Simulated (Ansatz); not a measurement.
**SnS — 33S NMR of the central transition**

Cell: a computed structure from the Materials Project (it need not be an observed phase).

Space group Pnma (No. 62); a = 11.3920, b = 3.9569, c = 4.5328 Å.

| site | Wyckoff | site symmetry | x | y | z |
| --- | --- | --- | --- | --- | --- |
| Sn | 4c | .m. | 0.6216 | 0.2500 | 0.3695 |
| S | 4c | .m. | 0.3475 | 0.2500 | 0.0106 |

One atom of each set is listed.

Computed with Ansatz: DFT, PBE, plane waves and PAW, scalar-relativistic, 420 eV cutoff, Γ-centred 3×8×7 k-points, Fermi–Dirac smearing 0.01 eV.

33S has I = 3/2 and Q = -69.40 mb (Pyykkö 2018); at 9.4 T its Larmor frequency is ν₀ = 30.8 MHz. Only the quadrupole interaction is simulated: positions count from each site's isotropic chemical shift, and shift anisotropy, dipolar and J coupling are left out.

Task: Give C_Q, η, the quadrupolar product P_Q = |C_Q|(1 + η²/3)^½, the second-order isotropic shift and the breadth of the pattern (static powder) for each S site.

Result: 

```tsv
site	first shell	C_Q (MHz)	η	P_Q (MHz)	δ_QIS (ppm)	breadth (kHz)
S	3 Sn at 2.63–2.65 Å	7.10	0.06	7.11	-1336	226
```

δ_QIS = −(ν_Q²/30ν₀²)[I(I+1) − 3/4](1 + η²/3) × 10⁶ ppm with ν_Q = 3|C_Q|/[2I(2I−1)]; it falls as 1/B₀² in ppm, and the breadth as 1/B₀ in kHz.

At S V_zz stands upright on the plane through its three neighbours (within 11°).

Without spin–orbit coupling (the program notes it for Sn) the gradients can shift somewhat, as the gap is small.
